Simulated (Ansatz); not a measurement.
Take a crystal in which C has been replaced by Pb on all its sites, with the cell rescaled by a rough guess (in some cases also distorted within its space group) and nothing relaxed:

```
Pb
1.0
     3.44071   -1.98661    0.00000
     3.44071    1.98661    0.00000
    -2.23050    0.00000    5.66545
Pb
2
Direct
  0.83336 0.83336 0.00009
  0.16664 0.16664 0.99991
```

Method: DFT PBE, scalar-relativistic, plane waves, PAW (Ansatz 0.2.0).

Plane waves to 420 eV, a k mesh through Γ of 12×12×8 on the computed 2-atom cell and Gaussian smearing (0.10 eV); no spin polarisation.

Problem. What pressure does the cell carry?

Solution. The pressure is 53.8 GPa (positive in compression), so the cell would expand.

Problem. Is it a metal on this mesh?

Solution. Yes, a band crosses the Fermi level.

Spin-orbit coupling is left out, which matters for the bands of heavy elements.

This form isn't the element's structure at ambient conditions.